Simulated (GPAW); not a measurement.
Ge:

```
Ge
1.0
    -2.57449    2.57449    1.39741
     2.57449   -2.57449    1.39741
     2.57449    2.57449   -1.39741
Ge
2
Direct
  0.50000 0.50000 0.00000
  0.25000 0.75000 0.50000
```

This isn't the form of Ge at room conditions, which is diamond.

| Property | Result |
| --- | --- |
| Program | GPAW 26.7.0 |
| Task | relaxation of cell and atoms |
| Functional | LDA |
| Potentials or basis | the program's PAW data sets (release 1.2.1) made for this functional |
| Cutoff | 600 eV |
| Basis | pw |
| k mesh | 11 × 11 × 11 |
| Occupations | fermi-dirac, width 0.05 eV |
| Spin | no spin polarisation |

At the start: pressure -2.5 GPa; volume 18.52 Å³/atom.

Q: How do energy, volume and symmetry change on relaxing?

A: Over 3 steps the energy falls by 4.6 meV/atom and the volume is 17.92 Å³/atom (-3.3 %); space group I4_1/amd (No. 141, to 0.05 Å).

The path:
```csv
step,energy change (eV),largest force (eV/Å),pressure (GPa),volume (Å³)
1,0.0000,0.0000,-2.53,37.05
2,-0.0033,0.0000,-2.07,36.82
3,-0.0092,0.0000,0.09,35.84
```

Final structure:
```xyz
2
Lattice="-2.5475 2.5475 1.3805 2.5475 -2.5475 1.3805 2.5475 2.5475 -1.3805" Properties=species:S:1:pos:R:3 pbc="T T T"
Ge    0.0000    0.0000    1.3805
Ge    2.5475    0.0000    0.6903
```

Caveat: later steps reuse the first step's grids.
